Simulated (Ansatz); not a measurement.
The following input was run with Ansatz 0.2.0.

```yaml
crystal:
  lattice:
    - [-4.5518844734, 4.5518844734, 2.6477956541]
    - [4.5518844734, -4.5518844734, 2.6477956541]
    - [4.5518844734, 4.5518844734, -2.6477956541]
  atoms:
    - { symbol: Si, position: [0.1765814426, 0.1765814426, 0.3531628852] }
    - { symbol: Si, position: [0.8234185574, 0.1765814426, 0.0] }
    - { symbol: Si, position: [0.1765814426, 0.8234185574, 0.0] }
    - { symbol: Si, position: [0.8234185574, 0.8234185574, 0.6468371148] }
    - { symbol: O, position: [0.5, 0.5, 0.5] }
    - { symbol: O, position: [0.0, 0.5, 0.0] }
    - { symbol: O, position: [0.5, 0.0, 0.0] }
    - { symbol: O, position: [0.0, 0.0, 0.5] }
    - { symbol: O, position: [0.0, 0.2067449734, 0.2067449734] }
    - { symbol: O, position: [0.7932550266, 0.0, 0.7932550266] }
    - { symbol: O, position: [0.2067449734, 0.0, 0.2067449734] }
    - { symbol: O, position: [0.0, 0.7932550266, 0.7932550266] }
basis:
  ecutwfc: 420
kpoints:
  mp_grid: { grid: [6, 6, 6] }
hamiltonian:
  xc: lda
scf:
  occupations: { method: gaussian, width: 0.02 }
output:
  forces: true
  stress: true
  eigenvalues: true
relax:
  adjacent_minimum: "off"
  f_tol: 0.01
  max_steps: 30
  cell: { stress_tol: 0.1, fix: [volume] }
```

Launched with
```bash
ansatz run input.yaml --threads 2 --pin off --max-ram 5120MiB --backend cpu --events-out ev --progress --plain --runs-dir out
```

Method: DFT LDA, scalar-relativistic, plane waves, PAW in Ansatz 0.2.0.

Part of what the program printed, abridged (iterations and final results):

```
SCF iter   1: F=—  HF=-6890.354271 eV  |F-HF|=—  |Δ(HF+E_count)|=         —  Δρ=1.17e-2  dr2=2.70e-1  ethr=1.77e-3  ⟨swp⟩=8.0  Hψ=7148  notcnv=0  defer=20
SCF iter   2: F=—  HF=-6890.279245 eV  |F-HF|=—  |Δ(HF+E_count)|=   7.50e-2  Δρ=3.26e-3  dr2=7.11e-3  ethr=4.22e-4  ⟨swp⟩=2.5  Hψ=2495  notcnv=0  defer=174
SCF iter   3: F=—  HF=-6890.277083 eV  |F-HF|=—  |Δ(HF+E_count)|=   2.16e-3  Δρ=1.31e-3  dr2=1.98e-3  ethr=1.11e-5  ⟨swp⟩=2.0  Hψ=2047  notcnv=0  defer=174
SCF iter   4: F=—  HF=-6890.276443 eV  |F-HF|=—  |Δ(HF+E_count)|=   6.39e-4  Δρ=2.96e-4  dr2=1.31e-4  ethr=3.09e-6  ⟨swp⟩=2.0  Hψ=1263  notcnv=0  defer=174
SCF iter   5: F=—  HF=-6890.276405 eV  |F-HF|=—  |Δ(HF+E_count)|=   3.86e-5  Δρ=3.55e-5  dr2=2.38e-6  ethr=2.04e-7  ⟨swp⟩=2.1  Hψ=1945  notcnv=0  defer=174
SCF iter   6: F=—  HF=-6890.276426 eV  |F-HF|=—  |Δ(HF+E_count)|=   2.13e-5  Δρ=1.91e-5  dr2=5.83e-7  ethr=3.71e-9  ⟨swp⟩=2.0  Hψ=1961  notcnv=0  defer=174
SCF iter   7: F=-6890.276426 eV  HF=-6890.276426 eV  |F-HF|=1.44e-10  |Δ(HF+E_count)|=   1.37e-7  Δρ=3.06e-6  dr2=1.06e-8  ethr=1.56e-10  ⟨swp⟩=11.9  Hψ=7676  notcnv=0
SCF 1 converged in 7 iterations: F = -6890.276426 eV  dr2 = 1.06e-8
relax step   1: F+E_penalty+E_count = -6890.27642580 eV  Δ(F+E_penalty+E_count) = +0.000e0 eV  max|allowed force component| = 1.523e-1 eV/Å  Δτ_max = 0.0000 Å  P = -7.461 GPa  Ω = 219.446 Å³  fix = [volume]  reactions: volume -7.461 GPa (7 SCF iters, dr2 threshold 1.00e-7 eV, accepted)
Basis set: ecut = 420 eV, 4341 PW (Γ)
Initial density: handed on by an earlier stage of this run
Initial wavefunctions: those handed on with the density
SCF iter   1: F=—  HF=-6890.278968 eV  |F-HF|=—  |Δ(HF+E_count)|=         —  Δρ=3.86e-4  dr2=2.62e-4  ethr=3.75e-7  ⟨swp⟩=3.5  Hψ=5798  notcnv=0
SCF iter   2: F=—  HF=-6890.278886 eV  |F-HF|=—  |Δ(HF+E_count)|=   8.22e-5  Δρ=1.76e-4  dr2=5.35e-5  ethr=3.75e-7  ⟨swp⟩=2.0  Hψ=1876  notcnv=0
SCF iter   3: F=—  HF=-6890.278871 eV  |F-HF|=—  |Δ(HF+E_count)|=   1.50e-5  Δρ=6.65e-5  dr2=6.43e-6  ethr=8.36e-8  ⟨swp⟩=2.0  Hψ=2035  notcnv=0
SCF iter   4: F=-6890.278869 eV  HF=-6890.278869 eV  |F-HF|=1.82e-8  |Δ(HF+E_count)|=   1.47e-6  Δρ=1.46e-5  dr2=4.46e-7  ethr=1.87e-9  ⟨swp⟩=9.6  Hψ=7529  notcnv=0
SCF 2 converged in 4 iterations: F = -6890.278869 eV  dr2 = 4.46e-7
relax step   2: F+E_penalty+E_count = -6890.27886937 eV  Δ(F+E_penalty+E_count) = -2.444e-3 eV  max|allowed force component| = 1.217e-1 eV/Å  Δτ_max = 0.0041 Å  P = -7.394 GPa  Ω = 219.446 Å³  energy of the carried Pulay correction = -1.325e-16 eV  fix = [volume]  reactions: volume -7.394 GPa (4 SCF iters, dr2 threshold 1.20e-6 eV, accepted)
Basis set: ecut = 420 eV, 4365 PW (Γ)
SCF iter   1: F=—  HF=-6890.283297 eV  |F-HF|=—  |Δ(HF+E_count)|=         —  Δρ=1.19e-3  dr2=2.88e-3  ethr=4.13e-6  ⟨swp⟩=4.3  Hψ=6666  notcnv=0
SCF iter   2: F=—  HF=-6890.282336 eV  |F-HF|=—  |Δ(HF+E_count)|=   9.61e-4  Δρ=5.13e-4  dr2=5.22e-4  ethr=4.13e-6  ⟨swp⟩=2.1  Hψ=1921  notcnv=0
SCF iter   3: F=—  HF=-6890.282176 eV  |F-HF|=—  |Δ(HF+E_count)|=   1.61e-4  Δρ=2.11e-4  dr2=6.58e-5  ethr=8.16e-7  ⟨swp⟩=2.0  Hψ=2036  notcnv=0
SCF iter   4: F=—  HF=-6890.282158 eV  |F-HF|=—  |Δ(HF+E_count)|=   1.73e-5  Δρ=4.40e-5  dr2=2.31e-6  ethr=1.03e-7  ⟨swp⟩=2.0  Hψ=2120  notcnv=0
SCF iter   5: F=-6890.282159 eV  HF=-6890.282159 eV  |F-HF|=1.26e-7  |Δ(HF+E_count)|=   3.83e-7  Δρ=1.62e-5  dr2=4.28e-7  ethr=1.45e-9  ⟨swp⟩=9.1  Hψ=7031  notcnv=0
SCF 3 converged in 5 iterations: F = -6890.282159 eV  dr2 = 4.28e-7
relax step   3: F+E_penalty+E_count = -6890.28215856 eV  Δ(F+E_penalty+E_count) = -3.289e-3 eV  max|allowed force component| = 7.067e-3 eV/Å  Δτ_max = 0.0138 Å  P = -7.182 GPa  Ω = 219.446 Å³  energy of the carried Pulay correction = +5.301e-16 eV  fix = [volume]  reactions: volume -7.182 GPa (5 SCF iters, dr2 threshold 9.25e-7 eV, accepted)
Initial wavefunctions: pseudopotential atomic-orbital guess (no wavefunctions were taken with the density)
SCF iter   1: F=—  HF=-6890.281897 eV  |F-HF|=—  |Δ(HF+E_count)|=         —  Δρ=6.57e-5  dr2=8.35e-7  ethr=4.35e-7  ⟨swp⟩=4.4  Hψ=10593  notcnv=0
SCF iter   2: F=—  HF=-6890.281940 eV  |F-HF|=—  |Δ(HF+E_count)|=   4.27e-5  Δρ=3.23e-5  dr2=1.78e-7  ethr=1.30e-9  ⟨swp⟩=2.6  Hψ=2405  notcnv=0
SCF iter   3: F=—  HF=-6890.281947 eV  |F-HF|=—  |Δ(HF+E_count)|=   7.75e-6  Δρ=1.48e-5  dr2=4.39e-8  ethr=2.77e-10  ⟨swp⟩=2.3  Hψ=1979  notcnv=0
SCF iter   4: F=—  HF=-6890.281949 eV  |F-HF|=—  |Δ(HF+E_count)|=   2.06e-6  Δρ=1.36e-6  dr2=2.50e-9  ethr=6.86e-11  ⟨swp⟩=2.5  Hψ=2248  notcnv=0
SCF iter   5: F=—  HF=-6890.281949 eV  |F-HF|=—  |Δ(HF+E_count)|=   1.42e-8  Δρ=1.02e-6  dr2=1.75e-9  ethr=1.00e-12  ⟨swp⟩=7.0  Hψ=5691  notcnv=0
SCF iter   6: F=-6890.281949 eV  HF=-6890.281949 eV  |F-HF|=5.73e-11  |Δ(HF+E_count)|=  6.30e-10  Δρ=1.98e-7  dr2=7.50e-11  ethr=1.00e-12  ⟨swp⟩=3.0  Hψ=5398  notcnv=0
SCF 4 converged in 6 iterations: F = -6890.281949 eV  dr2 = 7.50e-11
SCF converged after 6 iterations
Free energy (F): -6890.281949 eV
Harris-Foulkes:  -6890.281949 eV  (|F-HF|=5.73e-11)
Internal energy: -6890.281949 eV  (E = F + TS)
E sigma→0 (E₀):  -6890.281949 eV
Fermi energy:    1.905706 eV
--- Per-component energies (eV) ---
  E_band       = -484.678981
  E_kinetic    = 1591.207358
  E_local      = -5556.390598  (includes V_loc(G=0)·N_el)
  E_nonlocal   = 497.875981
  E_hartree    = 2116.719308
  E_xc         = -798.146933
  E_vxc        = -933.686319  (∫ρ·V_xc dr)
  E_paw        = -3131.293444  (= ΣΔE_a)
  E_vpaw       = -317.144626  (= ΣTr[D̂ρ^β])
  E_aug_tail   = 0.021164  (compensation charges beyond the density's cutoff)
  E_ewald      = -1611.387479
  E_core_change = 1.112695  (= ΣΔE_core)
  E_smearing   =  0.000000  (= −TS)
--- Forces (eV/Å), atoms counted from 1 ---
  atom   1  Si    -0.00307597    -0.00307597     0.00000000
  atom   2  Si    -0.00307597     0.00307597     0.00000000
  atom   3  Si     0.00307597    -0.00307597     0.00000000
  atom   4  Si     0.00307597     0.00307597     0.00000000
  atom   5  O      0.00000000     0.00000000     0.00000000
  atom   6  O      0.00000000     0.00000000     0.00000000
  atom   7  O      0.00000000     0.00000000     0.00000000
  atom   8  O      0.00000000     0.00000000     0.00000000
  atom   9  O      0.00698996     0.00000000     0.00000000
  atom  10  O      0.00000000    -0.00698996     0.00000000
  atom  11  O      0.00000000     0.00698996     0.00000000
  atom  12  O     -0.00698996     0.00000000     0.00000000
--- Stress (GPa, compression-positive) ---
       -7.156501       0.000000       0.000000
        0.000000      -7.156501       0.000000
        0.000000       0.000000      -7.234299
  P = ⅓ Tr σ = -7.1824 GPa (-71.824 kbar)
--- Band table (eV; the first three rows and the last of 30) ---
  k-point 0: bands = ["-19.6774", "-18.8380", "-18.3043", "-18.3043", "-17.7569", "-17.6631", "-17.6631", "-17.6371", "-9.5797", "-9.5797", "-8.1494", "-6.5598", "-6.4512", "-6.4512", "-6.0771", "-6.0319", "-3.8729", "-3.3581", "-3.3581", "-3.1216", "-2.7317", "-2.6796", "-2.6796", "-2.5800", "-2.5800", "-2.0056", "-1.9699", "-1.9699", "-1.3975", "-1.2707", "-0.7159", "-0.6855", "4.4945", "7.2650", "7.3653", "7.6412", "8.0894", "8.5074", "8.5074", "9.0565", "9.0699", "9.0699", "10.0602", "10.3003"]
  k-point 1: bands = ["-19.6436", "-18.9389", "-18.3025", "-18.2435", "-17.7436", "-17.6632", "-17.6631", "-17.6396", "-9.6920", "-9.5720", "-7.9713", "-6.5292", "-6.5040", "-6.4319", "-6.1112", "-6.0705", "-3.8646", "-3.3233", "-3.3200", "-3.1146", "-2.7963", "-2.7552", "-2.7262", "-2.6519", "-2.5221", "-2.0572", "-1.9918", "-1.8797", "-1.2647", "-1.2254", "-0.7829", "-0.7147", "4.6603", "7.1737", "7.3329", "7.6510", "7.9808", "8.5278", "8.5978", "8.9066", "8.9777", "9.1049", "9.8660", "10.1315"]
  k-point 2: bands = ["-19.5493", "-19.1319", "-18.2989", "-18.1612", "-17.7132", "-17.6632", "-17.6631", "-17.6445", "-9.8726", "-9.5564", "-7.6197", "-6.6493", "-6.4452", "-6.3745", "-6.2028", "-6.1674", "-3.8395", "-3.2379", "-3.2169", "-3.0975", "-2.9302", "-2.8749", "-2.8543", "-2.7607", "-2.4579", "-2.1589", "-2.0362", "-1.6223", "-1.1109", "-1.0647", "-0.9626", "-0.7979", "5.1116", "6.5648", "7.4343", "7.7883", "7.9263", "8.6071", "8.6321", "8.8251", "8.8719", "9.1762", "9.3140", "9.7536"]
  k-point 29: bands = ["-19.2600", "-19.2600", "-18.8946", "-17.6900", "-17.6900", "-17.6733", "-17.6573", "-17.6532", "-10.6435", "-8.5403", "-7.2272", "-7.2272", "-6.4910", "-6.3167", "-6.3167", "-6.1281", "-3.8653", "-3.5771", "-3.2784", "-3.1613", "-2.9161", "-2.9161", "-2.8789", "-2.3532", "-2.3532", "-2.2494", "-2.0235", "-1.6339", "-1.6339", "-0.7719", "-0.6831", "-0.6831", "6.4218", "6.4218", "6.7615", "7.1826", "7.6066", "7.6066", "7.9420", "8.7242", "8.7242", "9.4871", "9.4994", "10.4806"]
--- Relaxed structure (3 steps of the walk, 3 accepted, 1 SCFs on fresh bases) ---
  F+E_penalty+E_count = -6890.28194948 eV   max|allowed force component| = 6.990e-3 eV/Å   (the final SCF, on the basis selected at the relaxed cell)
  cell:  # Å, volume = 219.4456 Å³
    - [-4.55924207, 4.55924207, 2.63925664]
    - [4.55924207, -4.55924207, 2.63925664]
    - [4.55924207, 4.55924207, -2.63925664]
  atoms:
    - { symbol: Si, position: [0.17627694, 0.17627694, 0.35255389] }
    - { symbol: Si, position: [0.82372305, 0.17627694, 0.0] }
    - { symbol: Si, position: [0.17627694, 0.82372305, 0.0] }
    - { symbol: Si, position: [0.82372305, 0.82372305, 0.64744610] }
    - { symbol: O, position: [0.5, 0.5, 0.5] }
    - { symbol: O, position: [0.0, 0.5, 0.0] }
    - { symbol: O, position: [0.5, 0.0, 0.0] }
    - { symbol: O, position: [0.0, 0.0, 0.5] }
    - { symbol: O, position: [0.0, 0.20477727, 0.20477727] }
    - { symbol: O, position: [0.79522272, 0.0, 0.79522272] }
    - { symbol: O, position: [0.20477727, 0.0, 0.20477727] }
    - { symbol: O, position: [0.0, 0.79522272, 0.79522272] }
```

The relaxation met its thresholds.

Time: 30 s on 2 threads of Arm Neoverse V2 (shared host), peak memory 0.55 GiB.